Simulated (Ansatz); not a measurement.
# Is this SiO₂ structure stable?

It was relaxed at this level from a cell as deposited in COD.

These are results of Ansatz 0.2.0, DFT PBE, scalar-relativistic, plane waves, PAW, not measurements. Plane waves to 420 eV, a 6×6×6 mesh through Γ for the 6-atom cell and 0.02 eV Gaussian smearing; no spin polarisation.

Space group I-42d (No. 122). a = 5.027 Å, b = 5.027 Å, c = 7.379 Å, α = 90.00°, β = 90.00°, γ = 90.00°
```json
{"atom": "Si", "site": "4a", "symmetry": "-4..", "x": "0.0000", "y": "0.0000", "z": "0.0000"}
{"atom": "O", "site": "8d", "symmetry": ".2.", "x": "0.2500", "y": "0.5919", "z": "0.3750"}
```

The zero of energy is the elements' standard structures at the same level (O₂ as a molecule); no fitted shifts are applied.

Question: These tests were run: energy against the elements; random kick, then relaxation without symmetry; phonons on a 2×2×2 q mesh; elastic tensor. What do they show?

Answer:

```
                                         test                                                                                    result
                  energy against the elements                                                                            −2.786 eV/atom
random kick, then relaxation without symmetry                                                                                   returns
                    phonons on a 2×2×2 q mesh  no imaginary mode on the mesh, but the interpolation dips to 15i cm⁻¹ between its points
                               elastic tensor                                                                   least eigenvalue 26 GPa
```

It fails none of these tests outright. Competing phases weren't compared here. Undecided within the accuracy: phonons on a 2×2×2 q mesh.

The kick test ran on a coarse mesh. The run for the phonons used a 6×6×6 k mesh. The run for the elastic tensor used a 6×6×6 k mesh.
